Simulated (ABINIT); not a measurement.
Nb:

```
CELL_PARAMETERS angstrom
-1.66395 1.66395 1.66395
1.66395 -1.66395 1.66395
1.66395 1.66395 -1.66395
ATOMIC_POSITIONS crystal
Nb 0.00000 0.00000 0.00000
```

```yaml
Program: ABINIT 10.8.3 (patched build)
Task: single point
Functional: PBEsol
Potentials_or_basis: PseudoDojo NC SR PBEsol v0.4.1 standard
Cutoff: 1116 eV
k_mesh: 11 × 11 × 11
Occupations: fermi-dirac, width 0.05 eV
Spin: no spin polarisation
```

On this cell: pressure -7.7 GPa; band gap on the k mesh none (metal or under the smearing width).

The same run follows on a disturbed copy (cell strained at random at fixed volume):

```xyz
1
Lattice="-1.6548 1.6619 1.6631 1.6119 -1.6698 1.6281 1.7028 1.7178 -1.6710" Properties=species:S:1:pos:R:3 pbc="T T T"
Nb    0.0014    0.0170   -0.0261
```

Problem. What does the disturbed cell give?

Solution. The energy (extrapolated to zero smearing) moves by +3.3 meV/atom; pressure -7.8 GPa; band gap on the k mesh none (metal or under the smearing width).

Stress tensor (GPa, compression positive):
```
-7.39 -0.64  0.38
-0.64 -9.24  0.20
 0.38  0.20 -6.74
```
